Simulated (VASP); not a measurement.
From an Ansatz input to VASP: SiC (CsCl)

Ansatz input

```yaml
crystal:
  lattice:
    - [2.6201228654, 0.0, 0.0]
    - [0.0, 2.6201228654, 0.0]
    - [0.0, 0.0, 2.6201228654]
  atoms:
    - { symbol: Si, position: [0.0, 0.0, 0.0] }
    - { symbol: C, position: [0.5, 0.5, 0.5] }
kpoints:
  mp_grid: { grid: [10, 10, 10] }
  band_path:
    path:
      - [0.0, 0.0, 0.0]
      - [0.0, 0.5, 0.0]
      - [0.5, 0.5, 0.0]
      - [0.5, 0.5, 0.5]
      - [0.15, 0.5, 0.0]
      - [0.5, 0.5, 0.35]
      - [0.3, 0.4, -0.5]
    npoints: 1
hamiltonian:
  xc: pbesol
scf:
  occupations: { method: fermi_dirac, width: 0.02 }
  n_extra_bands: 4
output:
  forces: true
  stress: true
  eigenvalues: true
```

Question: Write VASP inputs for this cell and level of theory.

Answer: 

INCAR

```
ISIF = 2
PREC = Accurate
LASPH = .TRUE.
ISMEAR = -1
GGA = PS
LWAVE = .FALSE.
ENCUT = 520
IBRION = -1
LELF = .TRUE.
NSW = 0
SIGMA = 0.02
EDIFF = 1E-7
NELM = 120
LREAL = .FALSE.
NBANDS = 11
LCHARG = .TRUE.
```

KPOINTS

```
KPOINTS created by Atomic Simulation Environment
0
Gamma
10 10 10
0 0 0
```

KPOINTS_OPT

```
special points
7
Reciprocal
0.0000000000 0.0000000000 0.0000000000 1
0.0000000000 0.5000000000 0.0000000000 1
0.5000000000 0.5000000000 0.0000000000 1
0.5000000000 0.5000000000 0.5000000000 1
0.1500000000 0.5000000000 0.0000000000 1
0.5000000000 0.5000000000 0.3500000000 1
0.3000000000 0.4000000000 -0.5000000000 1
```

POSCAR

```
Si C
 1.0000000000000000
     2.6201228653549338    0.0000000000000000   -0.0000000000000000
     0.0000000000000000    2.6201228653549338    0.0000000000000000
    -0.0000000000000000    0.0000000000000000    2.6201228653549338
 Si  C
   1   1
Cartesian
  0.0000000000000000 -0.0000000000000000 -0.0000000000000000
  1.3100614326774669  1.3100614326774669  1.3100614326774669
```

VASP ran with the recommended PBE PAW datasets (8 valence electrons in the cell). Other inputs would serve too.

```csv
,Ansatz,VASP
gap between bands v and c,-3.95 eV (bands overlap: a metal),-3.95 eV (bands overlap: a metal)
least direct gap,0.07 eV,0.07 eV
pressure,0.1 GPa,0.5 GPa
```

Each program uses its own PAW datasets. VASP's cell holds 8 valence electrons and Ansatz's 8. Ansatz's stress includes a Pulay correction; VASP's doesn't.
